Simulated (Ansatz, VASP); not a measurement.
# Ti2WSNOF2 (2H-WOS under Ti2NF2 MXene, AA') in two plane-wave programs, part 2 of 2

Wanted: the spread between two codes on one cell, functional and k mesh. The structure shown is the start of the Ansatz relaxation below; VASP solves that cell, so the two are compared at the walk's first step.

VASP 6.6.1 and Ansatz 0.2.0.

So far: The structure; Ansatz: relaxation, PBE with D3(BJ).

### 3. VASP: single point, PBE with D3(BJ), start cell

Level of this step: PBE with D3(BJ), zero-moment start; plane waves and PAW (S, W, O, F, Ti_sv, N) (VASP).

The same cell, functional, mesh and smearing now go to VASP, with its own data sets.

Lines of VASP's logs that name or quote its potential files are left out, and so is its time.

INCAR reads:

```
SYSTEM = Ti2WSNOF2
PREC = Accurate
ENCUT = 520
EDIFF = 1E-06
NELM = 200
ISMEAR = -1
SIGMA = 0.05
LREAL = .FALSE.
ALGO = Normal
GGA = PE
IVDW = 12
NBANDS = 42
ISPIN = 2
MAGMOM = 0 -0 -0 0 0 0 0 -0
LASPH = .TRUE.
LMAXMIX = 4
LORBIT = 11
LWAVE = .FALSE.
LCHARG = .FALSE.
ISIF = 2
LDIPOL = .TRUE.
IDIPOL = 3
DIPOL = 0.5 0.5 0.309
LVHAR = .TRUE.
GGA_COMPAT = .FALSE.
NELMDL = -8
KPAR = 2
```

POSCAR reads:

```
Ti2WSNOF2
1.0
    3.0408480000      0.0000000000      0.0000000000
   -1.5204240000      2.6334520000      0.0000000000
    0.0000000000      0.0000000000     44.1891800000
S W O F Ti N
1 1 1 2 2 1
Direct
    0.3333332068      0.6666664135      0.1810397930
    0.0000000000      0.0000000000      0.2220490174
    0.3333332068      0.6666664135      0.2494321913
    0.0000000000      0.0000000000      0.3127961189
    0.6666666034      0.3333332068      0.4117431009
    0.6666666034      0.3333332068      0.3352254330
    0.0000000000      0.0000000000      0.3893137868
    0.3333332068      0.6666664135      0.3622696099
```

KPOINTS reads:

```
Automatic mesh
0
Gamma
12 12 1
0 0 0
```

PAW data sets: S, W, O, F, Ti_sv and N (PBE family, release 64).

Run with:

```
$ mpirun -np 2 vasp_std
```

Numbers of over 12 decimals in the logs are rounded to 6 here.

Output:

```text
[banner, memory and clock lines left out]
running    2 mpi-ranks, on    1 nodes
 distrk:  each k-point on    1 cores,    2 groups
 distr:  one band on    1 cores,    1 groups

 POSCAR found type information on POSCAR S W O F TiN
 POSCAR found :  6 types and       8 ions
 LDA part: xc-table for (Slater+PW92), standard interpolation
 POSCAR, INCAR and KPOINTS ok, starting setup
 FFT: planning ... GRIDC
 FFT: planning ... GRID_SOFT
 FFT: planning ... GRID
 WAVECAR not read
 entering main loop
       N       E                     dE             d eps       ncg     rms          rms(c)
DAV:   1     0.674006690713E+03    0.67401E+03   -0.28701E+04  3704   0.125E+03
DAV:   2     0.293013171546E+02   -0.64471E+03   -0.62016E+03  3894   0.366E+02
DAV:   3    -0.686152593022E+02   -0.97917E+02   -0.95987E+02  4540   0.145E+02
DAV:   4    -0.760738042191E+02   -0.74585E+01   -0.74154E+01  5146   0.377E+01
DAV:   5    -0.766452439188E+02   -0.57144E+00   -0.57085E+00  4770   0.686E+00
DAV:   6    -0.766620332381E+02   -0.16789E-01   -0.16780E-01  4830   0.147E+00
DAV:   7    -0.766629318113E+02   -0.89857E-03   -0.89830E-03  4856   0.232E-01
DAV:   8    -0.766629424360E+02   -0.10625E-04   -0.10622E-04  4750   0.342E-02    0.355E+01
DAV:   9    -0.654847154448E+02    0.11178E+02   -0.64655E+01  4564   0.554E+01    0.124E+01
DAV:  10    -0.650497416358E+02    0.43497E+00   -0.92336E+00  4482   0.215E+01    0.113E+01
DAV:  11    -0.675091328985E+02   -0.24594E+01   -0.11361E+01  4600   0.219E+01    0.110E+01
DAV:  12    -0.652214686898E+02    0.22877E+01   -0.28896E+00  4744   0.165E+01    0.608E+00
DAV:  13    -0.648118040330E+02    0.40966E+00   -0.20957E+00  4732   0.887E+00    0.328E+00
DAV:  14    -0.647043502912E+02    0.10745E+00   -0.34878E-01  4408   0.330E+00    0.166E+00
[...]
DAV:  29    -0.646504683437E+02   -0.41900E-04   -0.13001E-06  3348   0.452E-03    0.379E-03
DAV:  30    -0.646505035919E+02   -0.35248E-04   -0.15862E-06  3406   0.891E-03    0.301E-03
DAV:  31    -0.646505198933E+02   -0.16301E-04   -0.70979E-07  2984   0.642E-03    0.119E-03
DAV:  32    -0.646505264847E+02   -0.65915E-05   -0.25006E-07  2560   0.360E-03    0.117E-03
DAV:  33    -0.646505322992E+02   -0.58144E-05   -0.27203E-07  2654   0.237E-03    0.916E-04
DAV:  34    -0.646505340535E+02   -0.17543E-05   -0.62188E-08  2312   0.112E-03    0.580E-04
DAV:  35    -0.646505355925E+02   -0.15390E-05   -0.53778E-08  2294   0.141E-03    0.438E-04
DAV:  36    -0.646505362556E+02   -0.66307E-06   -0.22899E-08  2218   0.601E-04
   1 F= -.66615266E+02 E0= -.66603540E+02  d E =-.234514E-01  mag=     0.0000
```

Parts of OUTCAR (step 3):

```text
ion  position               nearest neighbor table
   1  0.333  0.667  0.181-   2 2.52   2 2.52   2 2.52
   2  0.000  0.000  0.222-   3 2.13   3 2.13   3 2.13   1 2.52   1 2.52   1 2.52
   3  0.333  0.667  0.249-   2 2.13   2 2.13   2 2.13
   4  0.000  0.000  0.313-   6 2.02   6 2.02   6 2.02
   5  0.667  0.333  0.412-   7 2.02   7 2.02   7 2.02
   6  0.667  0.333  0.335-   4 2.02   4 2.02   4 2.02   8 2.12   8 2.12   8 2.12
   7  0.000  0.000  0.389-   5 2.02   5 2.02   5 2.02   8 2.12   8 2.12   8 2.12
   8  0.333  0.667  0.362-   7 2.12   6 2.12   6 2.12   7 2.12   7 2.12   6 2.12

  LATTYP: Found a hexagonal cell.
 ALAT       =     3.0408480000
 C/A-ratio  =    14.5318608493

 Subroutine GETGRP returns: Found  6 space group operations
 (whereof  6 operations were pure point group operations)

The static configuration has the point symmetry C_3v.

 Found     19 irreducible k-points:

   k-points           NKPTS =     19   k-points in BZ     NKDIM =     19   number of bands    NBANDS=     42

   dimension x,y,z NGX =    24 NGY =   24 NGZ =  336
   dimension x,y,z NGXF=    48 NGYF=   48 NGZF=  672

   ENCUT  =  520.0 eV  38.22 Ry    6.18 a.u.   5.65  5.65 82.16*2*pi/ulx,y,z

   NELECT =      61.0000    total number of electrons

 k-points in reciprocal lattice and weights: Automatic mesh
   0.00000000  0.00000000  0.00000000       0.007
   0.08333333  0.00000000  0.00000000       0.042
   0.16666667 -0.00000000  0.00000000       0.042
   0.25000000  0.00000000  0.00000000       0.042
   0.33333333 -0.00000000  0.00000000       0.042
   0.41666667 -0.00000000  0.00000000       0.042
   0.50000000  0.00000000  0.00000000       0.021
   0.08333333  0.08333333  0.00000000       0.042
   0.16666667  0.08333333  0.00000000       0.083
[...]
0.33333333  0.25000000  0.00000000       0.083
   0.33333333  0.33333333  0.00000000       0.014

 dipolmoment           0.000000      0.000000     -0.063535 electrons x Angstroem

 average (electrostatic) potential at core
       1 -93.1767       2 -47.9225       3 -77.2803       4 -83.0652       5 -83.4793
       6 -82.0922       7 -82.0228       8 -69.8871

 E-fermi :   0.1537

 spin component 1
 k-point     1 :       0.0000    0.0000    0.0000
  band No.  band energies     occupation
    ...
     28      -2.5524      1.00000
     29      -1.3597      1.00000
     30      -0.4292      0.99999
     31      -0.4292      0.99999
     32      -0.1049      0.99436
     33       0.8250      0.00000
     34       0.8250      0.00000
     35       1.0416      0.00000
     36       1.0416      0.00000
     37       1.0694      0.00000
    ...

 k-point     2 :       0.0833    0.0000    0.0000
  band No.  band energies     occupation
    ...
     28      -2.6350      1.00000
     29      -1.4447      1.00000
     30      -0.5036      1.00000
     31      -0.2941      0.99987
     32      -0.0676      0.98819
     33       0.7964      0.00000
     34       0.8161      0.00000
     35       0.8835      0.00000
     36       0.9731      0.00000
     37       1.1412      0.00000
    ...

 k-point     3 :       0.1667   -0.0000    0.0000
  band No.  band energies     occupation
    ...
     27      -3.6027      1.00000
     28      -2.7866      1.00000
     29      -1.7939      1.00000
     30      -0.8169      1.00000
     31       0.0378      0.91044
     32       0.1657      0.44041
     33       0.4476      0.00279
     34       0.8094      0.00000
     35       0.8809      0.00000
     36       1.0609      0.00000
    ...

 k-point     4 :       0.2500    0.0000    0.0000
  band No.  band energies     occupation
    ...
     26      -4.5114      1.00000
     27      -4.1057      1.00000
     28      -2.8601      1.00000
     29      -2.2896      1.00000
     30      -1.1956      1.00000
     31       0.3009      0.05005
     32       0.4445      0.00298
     33       0.5098      0.00081
     34       0.7933      0.00000
     35       0.9073      0.00000
    ...

 k-point     5 :       0.3333   -0.0000    0.0000
  band No.  band energies     occupation
    ...
     26      -4.6281      1.00000
     27      -4.2256      1.00000
     28      -2.8396      1.00000
     29      -2.5640      1.00000
     30      -1.5200      1.00000
     31       0.4371      0.00344
     32       0.7204      0.00001
     33       0.8489      0.00000
     34       0.8983      0.00000
     35       1.1410      0.00000
    ...

 k-point     6 :       0.4167   -0.0000    0.0000
  band No.  band energies     occupation
    ...
     26      -4.6805      1.00000
     27      -4.2299      1.00000
     28      -2.8029      1.00000
     29      -2.4948      1.00000
     30      -1.7370      1.00000
     31       0.6605      0.00004
     32       0.7288      0.00001
     33       1.1750      0.00000
     34       1.2000      0.00000
     35       1.4122      0.00000
    ...

 Edisp (eV)   -1.96473

  Total      -1.70170    -1.70170    -6.33487     0.00000     0.00000     0.00000
  in kB      -7.70474    -7.70475   -28.68219     0.00000     0.00000     0.00000
  external pressure =      -14.70 kB  Pullay stress =        0.00 kB

  energy-cutoff  :      520.00
  volume of cell :      353.86
      direct lattice vectors                 reciprocal lattice vectors
     3.040848000  0.000000000  0.000000000     0.328855635  0.189864862  0.000000000
    -1.520424000  2.633452000  0.000000000     0.000000000  0.379729724  0.000000000
     0.000000000  0.000000000 44.189180000     0.000000000  0.000000000  0.022629974

 POSITION                                       TOTAL-FORCE (eV/Angst)
 -----------------------------------------------------------------------------------
      0.00000      1.75563      8.00000        -0.000000      0.000000      3.102874
      0.00000      0.00000      9.81216         0.000000     -0.000000     -2.034807
      0.00000      1.75563     11.02220        -0.000000      0.000000     -0.920896
      0.00000      0.00000     13.82220        -0.000000     -0.000000     -2.663020
      1.52042      0.87782     18.19459         0.000000     -0.000000      3.182214
      1.52042      0.87782     14.81334         0.000000     -0.000000      4.402543
      0.00000      0.00000     17.20346         0.000000     -0.000000     -5.069148
      0.00000      1.75563     16.00840        -0.000000     -0.000000      0.000241
 -----------------------------------------------------------------------------------
    total drift:                               -0.000000      0.002652      0.000177

  FREE ENERGIE OF THE ION-ELECTRON SYSTEM (eV)
  ---------------------------------------------------
  free  energy   TOTEN  =       -66.6152660671 eV

  energy  without entropy=      -66.5918146512  energy(sigma->0) =      -66.60354036

 vacuum level on the upper side and lower side of the slab         2.332         3.767

 total charge
# of ion       s       p       d       tot
------------------------------------------
    1        1.371   2.282   0.000   3.653
    2        0.514   0.655   4.001   5.170
    3        1.572   3.373   0.000   4.946
    4        1.740   4.408   0.000   6.148
    5        1.738   4.415   0.000   6.153
    6        2.158   6.178   2.008  10.345
    7        2.158   6.175   2.040  10.373
    8        1.242   2.492   0.000   3.734
--------------------------------------------------
tot         12.494  29.978   8.049  50.522

 magnetization (x)
# of ion       s       p       d       tot
------------------------------------------
    1       -0.000   0.000   0.000   0.000
    2        0.000   0.000   0.000   0.000
    3       -0.000  -0.000   0.000  -0.000
    4       -0.000  -0.000   0.000  -0.000
    5       -0.000  -0.000   0.000  -0.000
    6        0.000   0.000   0.000   0.000
    7        0.000   0.000   0.000   0.000
    8       -0.000  -0.000   0.000  -0.000
--------------------------------------------------
tot         -0.000  -0.000   0.000   0.000

[... 4 further parts left out ...]
```

This run allows spin, but its moments start at zero, where symmetry between the spins tends to hold them, although W and Ti can carry a moment. Its electron count is odd, so without a moment it is a metal by construction.

### 4. Side by side

Known differences besides the potentials themselves: Ansatz cuts the interaction across the vacuum, VASP repeats the sheet with a dipole correction; the data sets hold 69 valence electrons in Ansatz (on its default PAW (the set named soft_2) files) and 61 in VASP; the cutoff is 420 eV in Ansatz and 520 eV in VASP. Total energies have different zeros and are not compared.

Forces (eV/Å; atoms numbered as in POSCAR):

| atom | Ansatz x, y, z | VASP x, y, z |
| --- | --- | --- |
| S1 | 0.000, 0.000, 3.024 | 0.000, 0.000, 3.103 |
| W2 | 0.000, 0.000, -1.952 | 0.000, 0.000, -2.035 |
| O3 | 0.000, 0.000, -0.926 | 0.000, 0.000, -0.921 |
| F4 | 0.000, 0.000, -2.621 | 0.000, 0.000, -2.663 |
| F5 | 0.000, 0.000, 3.130 | 0.000, 0.000, 3.182 |
| Ti6 | 0.000, 0.000, 4.399 | 0.000, 0.000, 4.403 |
| Ti7 | 0.000, 0.000, -5.053 | 0.000, 0.000, -5.069 |
| N8 | 0.000, 0.000, -0.002 | 0.000, 0.000, 0.000 |

The forces differ by 27 meV/Å r.m.s., which is 1.5 % of the r.m.s. force of 1.790 eV/Å (both taken over all components). Moments aren't recorded for both runs of this pair, so they may hold unlike magnetic states. With vacuum in the cell, a pressure given here is an average over mostly empty space and none of the material.

### 5. Summary of results

* r.m.s. force difference (single point, PBE with D3(BJ), start cell): 1.5 % of the r.m.s. force

**Reading.** The r.m.s. force difference is 1.5 % of the r.m.s. force (single point, PBE with D3(BJ), start cell), within the 3 % picked in this series as the mark of a large difference. The data sets hold unlike numbers of valence electrons (69 in Ansatz and 61 in VASP), so part of the differences comes from the potentials. Such differences can come from data sets, numerical settings and the points named under the comparisons, not from the functional's error against experiment.

[Lines on the potential files, build, host, timing and source positions are cut from VASP's logs without a mark.]

[Logs are printed without paths, hosts, clocks, repeated set-up lines and the standing remarks that a program may print on its own settings, such as how far it seeks lower states.]

[Hosts, paths, dates, database ids (printed as entryN), source tags and the programs' standing remarks are cut or masked in the printed files.]
